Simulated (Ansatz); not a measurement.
# TiAl (Pm-3m) in Ansatz: further runs

One crystal, TiAl, is run at these levels: LDA; tasks: single point, equation of state.

Program: Ansatz 0.2.0. These are calculated values, not measurements. Logs are shortened: lines on timing, memory, paths and dates and some standing lists are left out, and cuts for length are marked.

**1. Starting point**

The structure is cubic, space group Pm-3m (No. 221). Conventional cell: a = 3.179 Å, b = 3.179 Å, c = 3.179 Å, α = 90.00°, β = 90.00°, γ = 90.00°. Ti (site symmetry m-3m) has 8 Al at 2.75 Å as nearest neighbours. Al (site symmetry m-3m) is surrounded by 8 Ti at 2.75 Å.

The cell comes from a database or a generator and needn't be the stable form of this composition.

**2. Single point, LDA, 15.10 Å³/atom (volume scaled by 0.94)**

The input, input.yaml:

```yaml
crystal:
  lattice:
    - [3.1141669331, 0.0, 0.0]
    - [0.0, 3.1141669331, 0.0]
    - [0.0, 0.0, 3.1141669331]
  atoms:
    - { symbol: Ti, position: [0.0, 0.0, 0.0] }
    - { symbol: Al, position: [0.5, 0.5, 0.5] }
hamiltonian:
  xc: lda
  pseudopotentials: { kind: paw }
kpoints:
  mp_grid: { grid: [8, 8, 8] }
scf:
  occupations: { method: fermi_dirac, width: 0.05 }
output:
  forces: true
  stress: true
  eigenvalues: true
  write_density: true
  write_potential: true
  elf: true
  volumetric_format: npy
```

Potentials or basis: Ansatz PAW.

Run with:

```bash
ansatz run input.yaml --threads 2 --pin off --max-ram 5632MiB --backend cpu --events-out ev --progress --plain --runs-dir out
```

Standard output:

```text
Warning: RAYON_NUM_THREADS=2 ignored (pool sized by the plan → 2); use --threads N
Engine: ansatz 0.2.0, aarch64-unknown-linux-gnu
Pseudopotentials: kind: paw
Pseudopotential: Ti, paw, valence charge 12, recommended cutoff 420 eV (normal), Ti.paw.azcp
Pseudopotential: Al, paw, valence charge 3, recommended cutoff 420 eV (normal), Al.paw.azcp
Functional definition: SPW92
  exchange = slater_x
  correlation = pw_c
Crystal: 2 atoms, lattice volume = 30.201 Å³
Basis set: ecut = 420 eV, 619 PW (Γ)
Bands: 12, of which v1, the nominal top of the filled ones, is band 8 counted from 1 (7 counted from 0)
Symmetry: 48 space group operations
Space group: Pm-3m (ITA 221), of the structure as read, at distance tolerance 3.1e-5 Å
k-points: 35 of 512
Non-local potential: Ti, projectors of the file, l = 0: 3, l = 1: 2, l = 2: 3, l = 3: 1
Non-local potential: Al, projectors of the file, l = 0: 2, l = 1: 2, l = 2: 1
PAW form: soft (Blöchl's): semilocal exchange-correlation on the pseudo side does not see the compensation charge
PAW frozen core: Ti, regenerated for the run's functional, and the local potential with it (the file was generated under x = pbe(κ = 0.804, μ = 0.2195149727645171), c = pbe(β = 0.06672455060314922))
PAW frozen core: Al, regenerated for the run's functional, and the local potential with it (the file was generated under x = pbe(κ = 0.804, μ = 0.2195149727645171), c = pbe(β = 0.06672455060314922))
PAW one-centre angular grid: Ti, 590 points (default); XC on 64 Gauss nodes
PAW one-centre angular grid: Al, 110 points (default); XC on 64 Gauss nodes
Initial density: superposition of atomic densities (neutral atoms: chi_scale 0, normalization atom), corrected by the library's trained network
Initial wavefunctions: pseudopotential atomic-orbital guess
Functional: x = slater, c = lda
SCF iter   1: F=—  HF=-2963.749524 eV  |F-HF|=—  |Δ(HF+E_count)|=         —  Δρ=8.52e-3  dr2=3.38e-2  ethr=1.77e-3  ⟨swp⟩=5.0  Hψ=2155  notcnv=0
preconditioner: auto → none  [metal: Δε(μ)=0.106 eV  Ē_g=5.513 eV  σ=0.050 eV  W_gap=0.48  n_scr=6 (ndim 8)  ℏωp=17.9 eV  f_vac=0.000  D(μ)=2.62/eV (n_scr^D=26)  sad-step TF]
SCF iter   2: F=—  HF=-2963.745672 eV  |F-HF|=—  |Δ(HF+E_count)|=   3.85e-3  Δρ=5.98e-3  dr2=1.78e-2  ethr=2.25e-4  ⟨swp⟩=1.0  Hψ=700  notcnv=0
SCF iter   3: F=—  HF=-2963.741467 eV  |F-HF|=—  |Δ(HF+E_count)|=   4.21e-3  Δρ=4.94e-4  dr2=6.89e-5  ethr=1.19e-4  ⟨swp⟩=2.1  Hψ=644  notcnv=0
SCF iter   4: F=—  HF=-2963.741475 eV  |F-HF|=—  |Δ(HF+E_count)|=   8.00e-6  Δρ=6.35e-5  dr2=1.07e-6  ethr=4.59e-7  ⟨swp⟩=2.1  Hψ=552  notcnv=0
iter 5 did not close the SCF: its close was put off for the readings that it lacked (scf_convergence_deferred on its scf_iter line)
SCF iter   5: F=-2963.741475 eV  HF=-2963.741475 eV  |F-HF|=3.36e-8  |Δ(HF+E_count)|=   1.74e-7  Δρ=1.08e-5  dr2=3.01e-8  ethr=7.16e-9  ⟨swp⟩=2.8  Hψ=692  notcnv=0
SCF iter   6: F=-2963.741475 eV  HF=-2963.741475 eV  |F-HF|=1.91e-10  |Δ(HF+E_count)|=   1.05e-8  Δρ=9.79e-7  dr2=3.04e-10  ethr=2.01e-10  ⟨swp⟩=4.3  Hψ=2034  notcnv=0
SCF 1 converged in 6 iterations: F = -2963.741475 eV  dr2 = 3.04e-10
SCF converged after 6 iterations
Free energy (F): -2963.741475 eV
Harris-Foulkes:  -2963.741475 eV  (|F-HF|=1.91e-10)
Internal energy: -2963.719723 eV  (E = F + TS)
E sigma→0 (E₀):  -2963.730599 eV
Entropy (-TS):   -0.021751 eV (-10.876 meV/atom)
Fermi energy:    12.005590 eV
--- Per-component energies (eV) ---
  E_band       = -150.808506
  E_kinetic    = 299.019431
  E_local      = -994.675673  (includes V_loc(G=0)·N_el)
  E_nonlocal   = 24.223602
  E_hartree    = 425.146857
  E_xc         = -137.407336
  E_vxc        = -152.737099  (∫ρ·V_xc dr)
  E_paw        = -1443.281363  (= ΣΔE_a)
  E_vpaw       = -176.932321  (= ΣTr[D̂ρ^β])
  E_aug_tail   = 0.000099  (compensation charges beyond the density's cutoff)
  E_ewald      = -1137.127007
  E_core_change = 0.381667  (= ΣΔE_core)
  E_smearing   = -0.021751  (= −TS)
  E_closure    = 0.000000  (closes the sum)
  Σ components = -2963.741475   (vs F -2963.741475, Δ=0.00e0)
--- Forces (eV/Å), atoms counted from 1 ---
  atom   1  Ti    -0.00000000     0.00000000     0.00000000
  atom   2  Al     0.00000000    -0.00000000     0.00000000
  max |Σ_I F_I| component: 7.72e-31 eV/Å
--- Stress (GPa, compression-positive) ---
        1.339230       0.000000       0.000000
        0.000000       1.339230      -0.000000
        0.000000      -0.000000       1.339230
  P = ⅓ Tr σ = 1.3392 GPa (13.392 kbar)
--- Band table (eV; the first three rows and the last of 35) ---
  k-point 0: bands = ["-44.1586", "-20.6674", "-20.6674", "-20.6674", "2.5325", "10.4404", "10.4404", "13.9047", "13.9047", "13.9047", "16.7269", "16.7269"]
  k-point 1: bands = ["-44.1555", "-20.7004", "-20.6645", "-20.6645", "2.7945", "10.3087", "10.5585", "13.4989", "13.4989", "13.9372", "15.8608", "17.3168"]
  k-point 2: bands = ["-44.1482", "-20.7794", "-20.6576", "-20.6576", "3.5554", "9.5739", "10.8700", "12.8161", "12.8161", "14.0172", "15.0169", "18.5762"]
  k-point 34: bands = ["-44.0985", "-20.8287", "-20.8287", "-20.8287", "8.7349", "8.7349", "8.7349", "12.9295", "15.0607", "15.0607", "15.1673", "15.1673"]
```

It took 1.4 s on 2 threads of Arm Neoverse N1, shared host; peak memory 0.27 GiB.

What came out:

- Free energy: -2963.7415 eV
- Pressure: 1.3 GPa
- Band gap on the k mesh: none (metal or under the smearing width)

Caveat: the PAW data sets come from PBE, with cores solved anew for the run's functional, which leaves a small shift of forces and pressure.

**3. Single point, LDA, 15.42 Å³/atom (volume scaled by 0.96)**

Changes to input.yaml since step 2:

```diff
@@ -2,5 +2,5 @@
   lattice:
-    - [3.1141669331, 0.0, 0.0]
-    - [0.0, 3.1141669331, 0.0]
-    - [0.0, 0.0, 3.1141669331]
+    - [3.1360984087, 0.0, 0.0]
+    - [0.0, 3.1360984087, 0.0]
+    - [0.0, 0.0, 3.1360984087]
   atoms:
```

Potentials or basis: Ansatz PAW.

Run with:

```bash
ansatz run input.yaml --threads 2 --pin off --max-ram 5632MiB --backend cpu --events-out ev --progress --plain --runs-dir out
```

Wall time 1.4 s (2 threads of Arm Neoverse N1, shared host); peak memory 0.27 GiB.

The run converged. Its results:

| Item | Value |
| --- | --- |
| Free energy | -2963.7415 eV |
| Pressure | -1.3 GPa |
| Band gap on the k mesh | none (metal or under the smearing width) |

Caveat: the PAW data sets come from PBE, with cores solved anew for the run's functional, which leaves a small shift of forces and pressure.

**4. Single point, LDA, 15.74 Å³/atom (volume scaled by 0.98)**

The input, input.yaml:

```yaml
crystal:
  lattice:
    - [3.1577273571, 0.0, 0.0]
    - [0.0, 3.1577273571, 0.0]
    - [0.0, 0.0, 3.1577273571]
  atoms:
    - { symbol: Ti, position: [0.0, 0.0, 0.0] }
    - { symbol: Al, position: [0.5, 0.5, 0.5] }
hamiltonian:
  xc: lda
  pseudopotentials: { kind: paw }
kpoints:
  mp_grid: { grid: [8, 8, 8] }
scf:
  occupations: { method: fermi_dirac, width: 0.05 }
output:
  forces: true
  stress: true
  eigenvalues: true
```

Run with:

```bash
ansatz run input.yaml --threads 2 --pin off --max-ram 5632MiB --backend cpu --events-out ev --progress --plain --runs-dir out
```

Wall time 1.1 s (2 threads of Arm Neoverse N1, shared host); peak memory 0.27 GiB.

The run converged. Its results:

| Item | Value |
| --- | --- |
| Free energy | -2963.7314 eV |
| Pressure | -3.7 GPa |
| Band gap on the k mesh | none (metal or under the smearing width) |

Caveat: the PAW data sets come from PBE, with cores solved anew for the run's functional, which leaves a small shift of forces and pressure.

**5. Single point, LDA, 16.06 Å³/atom**

Changes to input.yaml since step 4:

```diff
@@ -2,5 +2,5 @@
   lattice:
-    - [3.1577273571, 0.0, 0.0]
-    - [0.0, 3.1577273571, 0.0]
-    - [0.0, 0.0, 3.1577273571]
+    - [3.179064, 0.0, 0.0]
+    - [0.0, 3.179064, 0.0]
+    - [0.0, 0.0, 3.179064]
   atoms:
@@ -19 +19,5 @@
   eigenvalues: true
+  write_density: true
+  write_potential: true
+  elf: true
+  volumetric_format: npy
```

Run with:

```bash
ansatz run input.yaml --threads 2 --pin off --max-ram 5632MiB --backend cpu --events-out ev --progress --plain --runs-dir out
```

It took 1.4 s on 2 threads of Arm Neoverse N1, shared host; peak memory 0.28 GiB.

It converged, with:

| Quantity | Value |
| --- | --- |
| Free energy | -2963.7123 eV |
| Pressure | -5.8 GPa |
| Band gap on the k mesh | none (metal or under the smearing width) |

Caveat: the PAW data sets come from PBE, with cores solved anew for the run's functional, which leaves a small shift of forces and pressure.

**6. Single point, LDA, 16.39 Å³/atom (volume scaled by 1.02)**

Changes to input.yaml since step 5:

```diff
@@ -2,5 +2,5 @@
   lattice:
-    - [3.179064, 0.0, 0.0]
-    - [0.0, 3.179064, 0.0]
-    - [0.0, 0.0, 3.179064]
+    - [3.2001180175, 0.0, 0.0]
+    - [0.0, 3.2001180175, 0.0]
+    - [0.0, 0.0, 3.2001180175]
   atoms:
```

Potentials or basis: Ansatz PAW.

Run with:

```bash
ansatz run input.yaml --threads 2 --pin off --max-ram 5632MiB --backend cpu --events-out ev --progress --plain --runs-dir out
```

Wall time 1.4 s (2 threads of Arm Neoverse N1, shared host); peak memory 0.27 GiB.

The run converged. Its results:

- Free energy: -2963.6851 eV
- Pressure: -7.7 GPa
- Band gap on the k mesh: none (metal or under the smearing width)

Caveat: the PAW data sets come from PBE, with cores solved anew for the run's functional, which leaves a small shift of forces and pressure.

**7. Single point, LDA, 16.71 Å³/atom (volume scaled by 1.04)**

Changes to input.yaml since step 6:

```diff
@@ -2,5 +2,5 @@
   lattice:
-    - [3.2001180175, 0.0, 0.0]
-    - [0.0, 3.2001180175, 0.0]
-    - [0.0, 0.0, 3.2001180175]
+    - [3.2208985869, 0.0, 0.0]
+    - [0.0, 3.2208985869, 0.0]
+    - [0.0, 0.0, 3.2208985869]
   atoms:
```

Run with:

```bash
ansatz run input.yaml --threads 2 --pin off --max-ram 5632MiB --backend cpu --events-out ev --progress --plain --runs-dir out
```

It took 1.4 s on 2 threads of Arm Neoverse N1, shared host; peak memory 0.28 GiB.

The run converged. Its results:

```yaml
Free_energy: -2963.6505 eV
Pressure: -9.5 GPa
Band_gap_on_the_k_mesh: none (metal or under the smearing width)
```

Caveat: the PAW data sets come from PBE, with cores solved anew for the run's functional, which leaves a small shift of forces and pressure.

**8. Single point, LDA, 17.03 Å³/atom (volume scaled by 1.06)**

Changes to input.yaml since step 7:

```diff
@@ -2,5 +2,5 @@
   lattice:
-    - [3.2208985869, 0.0, 0.0]
-    - [0.0, 3.2208985869, 0.0]
-    - [0.0, 0.0, 3.2208985869]
+    - [3.2414144177, 0.0, 0.0]
+    - [0.0, 3.2414144177, 0.0]
+    - [0.0, 0.0, 3.2414144177]
   atoms:
```

Run with:

```bash
ansatz run input.yaml --threads 2 --pin off --max-ram 5632MiB --backend cpu --events-out ev --progress --plain --runs-dir out
```

Run time: 1.5 s. Hardware: 2 threads of Arm Neoverse N1, shared host; peak memory 0.28 GiB.

Results (log left out):

```
Free energy            : -2963.6093 eV
Pressure               : -11.0 GPa
Band gap on the k mesh : none (metal or under the smearing width)
```

Caveat: the PAW data sets come from PBE, with cores solved anew for the run's functional, which leaves a small shift of forces and pressure.

**9. Equation of state, LDA**

Potentials or basis: Ansatz PAW.

No new run: the results of the series are fitted here.

What came out:

| Property | Result |
| --- | --- |
| Equilibrium volume | 15.26 Å³/atom |
| Bulk modulus | 126 GPa |
| Pressure derivative of the bulk modulus | 4.0 |

Energy against volume, from the lowest point:
| volume (Å³/atom) | energy (meV/atom) |
| --- | --- |
| 15.101 | 0.00 |
| 15.422 | 0.00 |
| 15.743 | 5.02 |
| 16.065 | 14.57 |
| 16.386 | 28.19 |
| 16.707 | 45.49 |
| 17.028 | 66.07 |
